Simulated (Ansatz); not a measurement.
**BaTiO3: convergence and cost**

The task, for BaTiO3: sweep the plane-wave cutoff.

Method: DFT r2SCAN, scalar-relativistic, plane waves, PAW, in Ansatz 0.2.0.

1 further run of the same task is left out (set aside as unsound or not needed).

## Step 1: The starting structure

The structure is trigonal, space group R3m (No. 160). The conventional cell has a = 5.655 Å, b = 5.655 Å, c = 6.953 Å, α = 90.00°, β = 90.00°, γ = 120.00°. Ba (site symmetry 3m) has 12 O at 2.79 to 2.88 Å as nearest neighbours. Ti (site symmetry 3m) has 6 O at 1.88 to 2.14 Å as nearest neighbours. Around O (site symmetry m) lie 2 Ti at 1.88 to 2.14 Å.

Coordinates:

```
Ba Ti O
1.0
     2.82767    1.63255    2.31773
    -2.82767    1.63255    2.31773
     0.00000   -3.26511    2.31773
Ba Ti O
1 1 3
Direct
  0.00000 0.00000 0.00000
  0.51400 0.51400 0.51400
  0.49160 0.49160 0.98150
  0.49160 0.98150 0.49160
  0.98150 0.49160 0.49160
```

The structure comes from the Crystallography Open Database; it is used as listed.

## Step 2: The base input

File input.yaml:

```yaml
crystal:
  lattice:
    - [2.8276681575, 1.6325549719, 2.317731608]
    - [-2.8276681575, 1.6325549719, 2.317731608]
    - [0.0, -3.2651099438, 2.317731608]
  atoms:
    - { symbol: Ba, position: [0.0, 0.0, 0.0] }
    - { symbol: Ti, position: [0.514, 0.514, 0.514] }
    - { symbol: O, position: [0.4916, 0.4916, 0.9815] }
    - { symbol: O, position: [0.4916, 0.9815, 0.4916] }
    - { symbol: O, position: [0.9815, 0.4916, 0.4916] }
basis:
  ecutwfc: 500
kpoints:
  mp_grid: { grid: [6, 6, 6] }
hamiltonian:
  xc: r2scan
scf:
  occupations: { method: gaussian, width: 0.02 }
output:
  forces: true
  stress: true
  eigenvalues: true
  populations: true
```

Its results, from an earlier run: -2036.7661 eV/atom at zero smearing, pressure 1.88 GPa, largest force 0.107 eV/Å, gap on the mesh 2.77 eV, in 7 SCF cycles and 16 s.

## Step 3: Plane-wave cutoff: 150 eV

File input.yaml:

```yaml
crystal:
  lattice:
    - [2.8276681575, 1.6325549719, 2.317731608]
    - [-2.8276681575, 1.6325549719, 2.317731608]
    - [0.0, -3.2651099438, 2.317731608]
  atoms:
    - { symbol: Ba, position: [0.0, 0.0, 0.0] }
    - { symbol: Ti, position: [0.514, 0.514, 0.514] }
    - { symbol: O, position: [0.4916, 0.4916, 0.9815] }
    - { symbol: O, position: [0.4916, 0.9815, 0.4916] }
    - { symbol: O, position: [0.9815, 0.4916, 0.4916] }
basis:
  ecutwfc: 150
kpoints:
  mp_grid: { grid: [6, 6, 6] }
hamiltonian:
  xc: r2scan
scf:
  occupations: { method: gaussian, width: 0.02 }
output:
  forces: true
  stress: true
  eigenvalues: true
```

Run with:

```sh
> ansatz run input.yaml --threads 1 --pin off --max-ram 2560MiB --backend cpu --events-out ev --progress --plain --runs-dir out
```

## Step 4: Plane-wave cutoff set to 200 eV

input.yaml, as its differences from that of step 3:

```diff
@@ -12,3 +12,3 @@
 basis:
-  ecutwfc: 150
+  ecutwfc: 200
 kpoints:
```

## Step 5: Plane-wave cutoff: 250 eV

input.yaml, as its differences from that of step 4:

```diff
@@ -12,3 +12,3 @@
 basis:
-  ecutwfc: 200
+  ecutwfc: 250
 kpoints:
```

## Step 6: Plane-wave cutoff set to 300 eV

input.yaml, as its differences from that of step 5:

```diff
@@ -12,3 +12,3 @@
 basis:
-  ecutwfc: 250
+  ecutwfc: 300
 kpoints:
```

## Step 7: Plane-wave cutoff: 350 eV

input.yaml, as its differences from that of step 6:

```diff
@@ -12,3 +12,3 @@
 basis:
-  ecutwfc: 300
+  ecutwfc: 350
 kpoints:
```

## Step 8: Plane-wave cutoff set to 380 eV

input.yaml, as its differences from that of step 7:

```diff
@@ -12,3 +12,3 @@
 basis:
-  ecutwfc: 350
+  ecutwfc: 380
 kpoints:
```

## Step 9: Plane-wave cutoff: 460 eV

input.yaml, as its differences from that of step 8:

```diff
@@ -12,3 +12,3 @@
 basis:
-  ecutwfc: 380
+  ecutwfc: 460
 kpoints:
```

## Step 10: Plane-wave cutoff: 520 eV

input.yaml, as its differences from that of step 9:

```diff
@@ -12,3 +12,3 @@
 basis:
-  ecutwfc: 460
+  ecutwfc: 520
 kpoints:
@@ -23 +23,5 @@
   eigenvalues: true
+  write_density: true
+  write_potential: true
+  elf: true
+  volumetric_format: npy
```

## Step 11: Plane-wave cutoff set to 600 eV

input.yaml, as its differences from that of step 10:

```diff
@@ -12,3 +12,3 @@
 basis:
-  ecutwfc: 520
+  ecutwfc: 600
 kpoints:
@@ -23,5 +23 @@
   eigenvalues: true
-  write_density: true
-  write_potential: true
-  elf: true
-  volumetric_format: npy
```

## Step 12: Plane-wave cutoff: 700 eV

input.yaml, as its differences from that of step 11:

```diff
@@ -12,3 +12,3 @@
 basis:
-  ecutwfc: 600
+  ecutwfc: 700
 kpoints:
```

## Step 13: Plane-wave cutoff: 850 eV

input.yaml, as its differences from that of step 12:

```diff
@@ -12,3 +12,3 @@
 basis:
-  ecutwfc: 700
+  ecutwfc: 850
 kpoints:
```

(Steps that only read results are left out.)

**Question.** What does this series show?

The runs gave:

| quantity | value |
| --- | --- |
| plane-wave cutoff: within 10 and 1 meV/atom of 850 eV from | 460 eV for 10; 700 eV for 1 |

In words: In the sweep of the plane-wave cutoff, 700 eV already comes within 1 meV/atom of the reference, and so do all later runs. That is measured against the best run here, which may itself be short of the limit. Total energies converge more slowly with the cutoff than differences between like structures do. The pressure is off by up to 26.8 GPa. Forces stay within 0.01 eV/Å of the reference from 380 eV on. In some runs cutoff or mesh lie under the advised values, so their numbers carry a basis error.
